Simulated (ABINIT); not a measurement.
Crystal: AlN.

```xyz
2
Lattice="0.0000 2.1840 2.1840 2.1840 0.0000 2.1840 2.1840 2.1840 0.0000" Properties=species:S:1:pos:R:3 pbc="T T T"
Al    0.0000    0.0000    0.0000
N     1.0920    1.0920    1.0920
```

Measurements of this composition are mostly on another form, of space group No. 186.

```yaml
Program: ABINIT 10.8.3 (patched build)
Task: relaxation of cell and atoms
Functional: LDA
Potentials_or_basis: PseudoDojo NC SR LDA v0.4.1 standard
Cutoff: 1143 eV
k_mesh: 8 × 8 × 8
Occupations: fermi-dirac, width 0.05 eV
Spin: no spin polarisation
```

At the start: pressure -4.8 GPa; volume 10.42 Å³/atom.

Question: How do energy, volume and symmetry change on relaxing?

Answer: Over 4 steps the energy falls by 3.8 meV/atom and the volume is 10.17 Å³/atom (-2.4 %); space group F-43m (No. 216, to 0.05 Å).

Step by step:
```tsv
step	energy change (eV)	largest force (eV/Å)	pressure (GPa)	volume (Å³)
1	0.0000	0.0000	-4.80	20.83
2	-0.0064	0.0000	-1.90	20.53
3	-0.0075	0.0000	0.05	20.34
4	-0.0075	0.0000	0.00	20.34
```

Final structure:
```xyz
2
Lattice="0.0000 2.1666 2.1666 2.1666 0.0000 2.1666 2.1666 2.1666 0.0000" Properties=species:S:1:pos:R:3 pbc="T T T"
Al    0.0000    0.0000    0.0000
N     1.0833    1.0833    1.0833
```
